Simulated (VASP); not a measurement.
# CdIn2S4 (Cadmoindite) (Fd-3m) in VASP: notebook

The runs below take CdIn2S4 (Cadmoindite) through relaxation of the atoms, with PBE.

All numbers are computed with VASP 6.6.1; they aren't measurements. Logs are shortened: lines on timing, memory, paths and dates and some standing lists are left out, and cuts for length are marked.

## (1) The structure

It takes space group Fd-3m (No. 227, cubic). The conventional cell has a = 11.036 Å, b = 11.036 Å, c = 11.036 Å, α = 90.00°, β = 90.00°, γ = 90.00°. Cd (site symmetry -43m) has 4 S at 2.57 Å as nearest neighbours. Around In (site symmetry -3m) lie 6 S at 2.66 Å. S (site symmetry 3m) is surrounded by 1 Cd at 2.57 Å and 3 In at 2.66 Å.

## (2) Relaxation of the atoms, PBE

INCAR

```
SYSTEM = CdIn2S4
PREC = Accurate ; ENCUT = 300
EDIFF = 1E-7 ; ISMEAR = 0
SIGMA = 0.03 ; LREAL = .False.
LASPH = .True. ; NELM = 80
ALGO = Normal ; ISIF = 2
LWAVE = .False. ; LCHARG = .False.
GGA = PE ; IBRION = 2
NSW = 40 ; EDIFFG = -0.01
```

KPOINTS

```
Automatic mesh
0
Gamma
  3 3 3
  0 0 0
```

POSCAR

```
CdIn2S4                                 
1.0
    0.0000000000      5.5180619071      5.5180619071
    5.5180619071      0.0000000000      5.5180619071
    5.5180619071      5.5180619071      0.0000000000
  Cd              In              S             
     2     4     8
Direct
     0.0000000000000000    0.0000000000000000    1.0000000000000000
     0.2500000000000000    0.2500000000000000    0.2500000000000000
     0.6250000000000000    0.6250000000000000    0.6250000000000000
     0.1250000000000000    0.6250000000000000    0.6250000000000000
     0.6250000000000000    0.6250000000000000    0.1250000000000000
     0.6250000000000000    0.1250000000000000    0.6250000000000000
     0.3845047800234441    0.3845047800234441    0.3845047800234441
     0.4035143400703180    0.8654952199765559    0.8654952199765559
     0.3845047800234441    0.3845047800234441    0.8464856599296821
     0.8654952199765559    0.4035143400703180    0.8654952199765559
     0.8464856599296821    0.3845047800234441    0.3845047800234441
     0.8654952199765559    0.8654952199765559    0.8654952199765559
     0.3845047800234441    0.8464856599296821    0.3845047800234441
     0.8654952199765559    0.8654952199765559    0.4035143400703180
```

Potentials or basis: VASP PAW PBE potentials, release 64 (Cd, In, S).

Started as:

```bash
cat potpaw_PBE.64/Cd/POTCAR potpaw_PBE.64/In/POTCAR potpaw_PBE.64/S/POTCAR > POTCAR
mpirun -np 4 vasp_std > vasp.out
```

OUTCAR:

```text
SYSTEM = CdIn2S4
   PREC = Accurate
   ENCUT = 300
   EDIFF = 1E-7
   ISMEAR = 0
   LREAL = .False.
   LASPH = .True.
   NELM = 80
   ISIF = 2
   GGA = PE
   IBRION = 2
   NSW = 40
   EDIFFG = -0.01

 ion  position               nearest neighbor table
   1  0.000  0.000  0.000-   8 2.57  10 2.57  14 2.57  12 2.57
   2  0.250  0.250  0.250-   9 2.57  11 2.57  13 2.57   7 2.57
   3  0.625  0.625  0.625-   8 2.66   9 2.66  10 2.66  11 2.66  13 2.66  14 2.66   4 3.90   5 3.90
                             6 3.90   5 3.90   6 3.90   4 3.90
   4  0.125  0.625  0.625-   7 2.66  12 2.66  10 2.66   9 2.66  13 2.66  14 2.66   3 3.90   5 3.90
                             6 3.90   3 3.90   5 3.90   6 3.90
   5  0.625  0.625  0.125-   7 2.66  12 2.66  10 2.66  11 2.66   8 2.66  13 2.66   3 3.90   3 3.90
                             4 3.90   6 3.90   6 3.90   4 3.90
   6  0.625  0.125  0.625-   7 2.66  12 2.66   9 2.66  11 2.66   8 2.66  14 2.66   3 3.90   5 3.90
                             3 3.90   4 3.90   5 3.90   4 3.90
   7  0.385  0.385  0.385-   2 2.57   4 2.66   5 2.66   6 2.66
   8  0.404  0.865  0.865-   1 2.57   3 2.66   5 2.66   6 2.66
   9  0.385  0.385  0.846-   2 2.57   3 2.66   4 2.66   6 2.66
  10  0.865  0.404  0.865-   1 2.57   3 2.66   4 2.66   5 2.66
  11  0.846  0.385  0.385-   2 2.57   3 2.66   5 2.66   6 2.66
  12  0.865  0.865  0.865-   1 2.57   4 2.66   5 2.66   6 2.66
  13  0.385  0.846  0.385-   2 2.57   3 2.66   4 2.66   5 2.66
  14  0.865  0.865  0.404-   1 2.57   3 2.66   4 2.66   6 2.66

  LATTYP: Found a face centered cubic cell.
 ALAT       =    11.0361238142

  Lattice vectors:

 A1 = (   0.0000000000,   5.5180619071,   5.5180619071)
 A2 = (   5.5180619071,   0.0000000000,   5.5180619071)
 A3 = (   5.5180619071,   5.5180619071,   0.0000000000)

Analysis of symmetry for initial positions (statically):
=====================================================================
 Subroutine PRICEL returns:
 Original cell was already a primitive cell.

 Routine SETGRP: Setting up the symmetry group for a
 face centered cubic supercell.

 Subroutine GETGRP returns: Found 48 space group operations
 (whereof 24 operations were pure point group operations)
 out of a pool of 48 trial point group operations.

The static configuration has the point symmetry T_d .
 The point group associated with its full space group is O_h .

Analysis of symmetry for dynamics (positions and initial velocities):
=====================================================================
 Subroutine PRICEL returns:
[... 131 lines left out ...]
   IMIX   =      4    mixing-type and parameters
     AMIX     =   0.40;   BMIX     =  1.00
     AMIX_MAG =   1.60;   BMIX_MAG =  1.00
  volume/ion in A,a.u.               =      24.00       161.98
  Fermi-wavevector in a.u.,A,eV,Ry     =   1.031268  1.948813 14.469970  1.063513
  Thomas-Fermi vector in A             =   2.165407
   LORBIT       =      0    0 simple, 1 ext, 2 COOP (PROOUT), +10 PAW based schemes
   GGA     = PE    functional components
   LHFCALC =     F    Hartree Fock is set to
   AEXX    =    0.0000 exact exchange contribution
   IVDW    =     0    specifies the selected vdW correction
   LEPSILON=     F    determine dielectric tensor
   LRPA    =     F    only Hartree local field effects (RPA)
 conjugate gradient relaxation of ions
 non-spin polarized calculation
 Gauss-broadening in eV      SIGMA  =   0.03
  energy-cutoff  :      300.00
  volume of cell :      336.04
 maximum number of plane-waves:      3980
 NGX is ok and might be reduce to    48
   NGX = 21   NGY = 21   NGZ = 21

 number of electron      84.0000033 magnetization

 Free energy of the ion-electron system (eV)
  ---------------------------------------------------
  ext. energy  EPLUGINS =         0.00000000
  ---------------------------------------------------
  free energy    TOTEN  =       -53.10938308 eV

  energy without entropy =      -53.10938308  energy(sigma->0) =      -53.10938308

 E-fermi :   2.6190     XC(G=0):  -9.2056

 val. band max:        2.4521712269   @ k =  -0.3333   0.3333   0.0000
 cond. band min:       3.4797382681   @ k =   0.0000   0.0000   0.0000
 fundamental gap:      1.0275670412
 Fermi energy:         2.6189522054

 k-point     1 :       0.0000    0.0000    0.0000
  band No.  band energies     occupation
      1     -10.1163      2.00000
      2      -9.1289      2.00000
      3      -8.9404      2.00000
      4      -8.9404      2.00000
      5      -8.9404      2.00000
      6      -8.5521      2.00000
[... 209 lines left out ...]
     51       8.2797      0.00000
     52       8.4088      0.00000

------------------------ aborting loop because EDIFF is reached ----------------------------------------

  FORCE on cell =-STRESS in cart. coord.  units (eV):
  Direction    XX          YY          ZZ          XY          YZ          ZX
  --------------------------------------------------------------------------------------
  -------------------------------------------------------------------------------------
  Total       -0.0030605     -0.0030605     -0.0030605      0.0000000      0.0000000      0.0000000
  in kB       -0.0145921     -0.0145921     -0.0145921      0.0000000      0.0000000      0.0000000
  external PRESSURE =      -0.0145921 kB  Pullay stress =       0.0000000 kB

 VOLUME and BASIS-vectors are now :
 -----------------------------------------------------------------------------
  energy-cutoff  :      300.00
  volume of cell :      336.04
      direct lattice vectors                 reciprocal lattice vectors
     0.000000000  5.518061907  5.518061907    -0.090611524  0.090611524  0.090611524
     5.518061907  0.000000000  5.518061907     0.090611524 -0.090611524  0.090611524
     5.518061907  5.518061907  0.000000000     0.090611524  0.090611524 -0.090611524

 POSITION                                       TOTAL-FORCE (eV/Angst)
 -----------------------------------------------------------------------------------
      0.00000      0.00000      0.00000        -0.000000     -0.000000     -0.000000
      2.75903      2.75903      2.75903        -0.000000     -0.000000     -0.000000
      6.89758      6.89758      6.89758        -0.000000     -0.000000     -0.000000
      6.89758      4.13855      4.13855        -0.000000     -0.000000     -0.000000
      4.13855      4.13855      6.89758        -0.000000     -0.000000     -0.000000
      4.13855      6.89758      4.13855        -0.000000     -0.000000     -0.000000
      4.24344      4.24344      4.24344         0.001852      0.001852      0.001852
      9.55171      7.00247      7.00247        -0.001852      0.001852      0.001852
      6.79268      6.79268      4.24344        -0.001852     -0.001852      0.001852
      7.00247      9.55171      7.00247         0.001852     -0.001852      0.001852
      4.24344      6.79268      6.79268         0.001852     -0.001852     -0.001852
      9.55171      9.55171      9.55171        -0.001852     -0.001852     -0.001852
      6.79268      4.24344      6.79268        -0.001852      0.001852     -0.001852
      7.00247      7.00247      9.55171         0.001852      0.001852     -0.001852
 -----------------------------------------------------------------------------------
    total drift:                               -0.000000      0.000000     -0.000000

  FREE ENERGIE OF THE ION-ELECTRON SYSTEM (eV)
  ---------------------------------------------------
  free  energy   TOTEN  =       -53.1093830759 eV

  energy  without entropy=      -53.1093830759  energy(sigma->0) =      -53.10938308

 reached required accuracy - stopping structural energy minimisation
```

Run time: 18 s. Hardware: 4 MPI ranks of Intel Xeon Platinum 8488C (Sapphire Rapids), shared host; peak memory 0.17 GiB.

What came out:

```
Free energy                  : -53.1094 eV
Largest force after relaxing : 0.003 eV/Å
Band gap on the k mesh       : 1.03 eV, indirect (least direct gap 1.13 eV)
```

Forces on the atoms (eV/Å):
```
Cd   0.000  0.000  0.000
Cd   0.000  0.000  0.000
In   0.000  0.000  0.000
In   0.000  0.000  0.000
In   0.000  0.000  0.000
In   0.000  0.000  0.000
S    0.002  0.002  0.002
S   -0.002  0.002  0.002
S   -0.002 -0.002  0.002
S    0.002 -0.002  0.002
S    0.002 -0.002 -0.002
S   -0.002 -0.002 -0.002
S   -0.002  0.002 -0.002
S    0.002  0.002 -0.002
```

Final structure:
```
Cd In S
1.0
     0.00000    5.51806    5.51806
     5.51806    0.00000    5.51806
     5.51806    5.51806    0.00000
Cd In S
2 4 8
Cartesian
  0.0000 0.0000 0.0000
  2.7590 2.7590 2.7590
  6.8976 6.8976 6.8976
  6.8976 4.1385 4.1385
  4.1385 4.1385 6.8976
  4.1385 6.8976 4.1385
  4.2434 4.2434 4.2434
  9.5517 7.0025 7.0025
  6.7927 6.7927 4.2434
  7.0025 9.5517 7.0025
  4.2434 6.7927 6.7927
  9.5517 9.5517 9.5517
  6.7927 4.2434 6.7927
  7.0025 7.0025 9.5517
```

Levels at points of the mesh, in eV from the valence-band top:
```
           k point  band 38  band 39  band 40  band 41  band 42  band 43  band 44  band 45  band 46  band 47
(0.00, 0.00, 0.00)    -0.20    -0.20    -0.10    -0.10    -0.10     1.03     1.98     1.98     1.98     2.37
```

Caveat: the cutoff is under 1.25 times the usual one of these potentials, so pressure, stress and relaxed cells hold a basis-set (Pulay) error; the relaxation stopped at its first step, so nothing moved; spin-orbit coupling is left out, which moves the levels of the heavy elements; an odd mesh through Γ misses points on the zone boundary, where band edges often lie.

## (3) Relaxation of the atoms, PBE (a relaxed cell with its volume scaled by 1.02)

INCAR is that of step 2.

KPOINTS is that of step 2.

Edit POSCAR of step 2 so:

```diff
@@ -2,5 +2,5 @@
 1.0
-    0.0000000000      5.5180619071      5.5180619071
-    5.5180619071      0.0000000000      5.5180619071
-    5.5180619071      5.5180619071      0.0000000000
+    0.0000000000      5.5546064284      5.5546064284
+    5.5546064284      0.0000000000      5.5546064284
+    5.5546064284      5.5546064284      0.0000000000
   Cd              In              S
```

Potentials or basis: VASP PAW PBE potentials, release 64 (Cd, In, S).

Started as:

```bash
cat potpaw_PBE.64/Cd/POTCAR potpaw_PBE.64/In/POTCAR potpaw_PBE.64/S/POTCAR > POTCAR
mpirun -np 4 vasp_std > vasp.out
```

Wall time 31 s (4 MPI ranks of Intel Xeon Platinum 8488C (Sapphire Rapids), shared host); peak memory 0.18 GiB.

Results (log left out):

| Quantity | Value |
| --- | --- |
| Free energy | -53.0897 eV |
| Energy gained by relaxing | 0.1 meV/atom |
| Ionic steps | 3 |
| Band gap on the k mesh | 0.92 eV, indirect (least direct gap 1.01 eV) |

Forces on the atoms (eV/Å):
```
Cd   0.000  0.000  0.000
Cd   0.000  0.000  0.000
In   0.000  0.000  0.000
In   0.000  0.000  0.000
In   0.000  0.000  0.000
In   0.000  0.000  0.000
S    0.001  0.001  0.001
S   -0.001  0.001  0.001
S   -0.001 -0.001  0.001
S    0.001 -0.001  0.001
S    0.001 -0.001 -0.001
S   -0.001 -0.001 -0.001
S   -0.001  0.001 -0.001
S    0.001  0.001 -0.001
```

Step by step:
```tsv
step	energy change (eV)	largest force (eV/Å)	pressure (GPa)
1	0.0000	0.0751	-1.33
2	-0.0015	0.0288	-1.28
3	-0.0018	0.0023	-1.26
```

Final structure:
```xyz
14
Lattice="0.0000 5.5546 5.5546 5.5546 0.0000 5.5546 5.5546 5.5546 0.0000" Properties=species:S:1:pos:R:3 pbc="T T T"
Cd    0.0000    0.0000    0.0000
Cd    2.7773    2.7773    2.7773
In    6.9433    6.9433    6.9433
In    6.9433    4.1660    4.1660
In    4.1660    4.1660    6.9433
In    4.1660    6.9433    4.1660
S     4.2748    4.2748    4.2748
S     9.6117    7.0521    7.0521
S     6.8344    6.8344    4.2748
S     7.0521    9.6117    7.0521
S     4.2748    6.8344    6.8344
S     9.6117    9.6117    9.6117
S     6.8344    4.2748    6.8344
S     7.0521    7.0521    9.6117
```

Levels at points of the mesh, in eV from the valence-band top:
| k point | band 39 | band 40 | band 41 | band 42 | band 43 | band 44 | band 45 | band 46 |
| --- | --- | --- | --- | --- | --- | --- | --- | --- |
| (0.00, 0.00, 0.00) | -0.20 | -0.09 | -0.09 | -0.09 | 0.92 | 1.97 | 1.97 | 1.97 |

Caveat: the cutoff is under 1.25 times the usual one of these potentials, so pressure, stress and relaxed cells hold a basis-set (Pulay) error; spin-orbit coupling is left out, which moves the levels of the heavy elements; an odd mesh through Γ misses points on the zone boundary, where band edges often lie.

## (4) Relaxation of the atoms, PBE (a relaxed cell with its volume scaled by 1.04)

INCAR is that of step 3.

KPOINTS is that of step 3.

Edit POSCAR of step 3 so:

```diff
@@ -2,5 +2,5 @@
 1.0
-    0.0000000000      5.5546064284      5.5546064284
-    5.5546064284      0.0000000000      5.5546064284
-    5.5546064284      5.5546064284      0.0000000000
+    0.0000000000      5.5906763120      5.5906763120
+    5.5906763120      0.0000000000      5.5906763120
+    5.5906763120      5.5906763120      0.0000000000
   Cd              In              S
```

Started as:

```bash
cat potpaw_PBE.64/Cd/POTCAR potpaw_PBE.64/In/POTCAR potpaw_PBE.64/S/POTCAR > POTCAR
mpirun -np 4 vasp_std > vasp.out
```

Wall time 28 s (4 MPI ranks of Intel Xeon Platinum 8488C (Sapphire Rapids), shared host); peak memory 0.18 GiB.

The run converged. Its results:

```
Free energy                  : -53.0214 eV
Energy gained by relaxing    : 0.5 meV/atom
Ionic steps                  : 3
Largest force after relaxing : 0.004 eV/Å
Band gap on the k mesh       : 0.81 eV, indirect (least direct gap 0.89 eV)
```

Forces in eV/Å, atoms in the order of the input:
```
Cd   0.000  0.000  0.000
Cd   0.000  0.000  0.000
In   0.000  0.000  0.000
In   0.000  0.000  0.000
In   0.000  0.000  0.000
In   0.000  0.000  0.000
S    0.002  0.002  0.002
S   -0.002  0.002  0.002
S   -0.002 -0.002  0.002
S    0.002 -0.002  0.002
S    0.002 -0.002 -0.002
S   -0.002 -0.002 -0.002
S   -0.002  0.002 -0.002
S    0.002  0.002 -0.002
```

The path:
```
step  energy change (eV)  largest force (eV/Å)  pressure (GPa)
   1              0.0000                0.1400           -2.51
   2             -0.0054                0.0583           -2.42
   3             -0.0065                0.0040           -2.37
```

Final structure:
```
CELL_PARAMETERS angstrom
0.00000 5.59068 5.59068
5.59068 0.00000 5.59068
5.59068 5.59068 0.00000
ATOMIC_POSITIONS crystal
Cd 0.00000 0.00000 0.00000
Cd 0.25000 0.25000 0.25000
In 0.62500 0.62500 0.62500
In 0.12500 0.62500 0.62500
In 0.62500 0.62500 0.12500
In 0.62500 0.12500 0.62500
S 0.38509 0.38509 0.38509
S 0.40526 0.86491 0.86491
S 0.38509 0.38509 0.84474
S 0.86491 0.40526 0.86491
S 0.84474 0.38509 0.38509
S 0.86491 0.86491 0.86491
S 0.38509 0.84474 0.38509
S 0.86491 0.86491 0.40526
```

Levels at points of the mesh, in eV from the valence-band top:
| k point | band 38 | band 39 | band 40 | band 41 | band 42 | band 43 | band 44 | band 45 | band 46 | band 47 |
| --- | --- | --- | --- | --- | --- | --- | --- | --- | --- | --- |
| (0.00, 0.00, 0.00) | -0.20 | -0.20 | -0.08 | -0.08 | -0.08 | 0.81 | 1.96 | 1.96 | 1.96 | 2.24 |

Caveat: the cutoff is under 1.25 times the usual one of these potentials, so pressure, stress and relaxed cells hold a basis-set (Pulay) error; spin-orbit coupling is left out, which moves the levels of the heavy elements; an odd mesh through Γ misses points on the zone boundary, where band edges often lie.

## (5) Summary

```csv
cell,gap on the mesh (eV)
atoms relaxed,1.03
atoms relaxed from: a relaxed cell with its volume scaled by 1.02,0.92
atoms relaxed from: a relaxed cell with its volume scaled by 1.04,0.81
```

Alike in all rows: task relaxation of the atoms; level PBE; potentials or basis VASP PAW PBE potentials, release 64 (Cd, In, S); no spin polarisation; k mesh 3 × 3 × 3; cutoff (eV) 300; smearing gaussian 0.03 eV.

Caveats: the cutoff is under 1.25 times the usual one of these potentials, so pressure, stress and relaxed cells hold a basis-set (Pulay) error; spin-orbit coupling is left out, which moves the levels of the heavy elements; an odd mesh through Γ misses points on the zone boundary, where band edges often lie; the relaxation stopped at its first step, so nothing moved (some runs).

Total energies depend on the potentials used, so only differences within one code and one set of settings carry meaning.
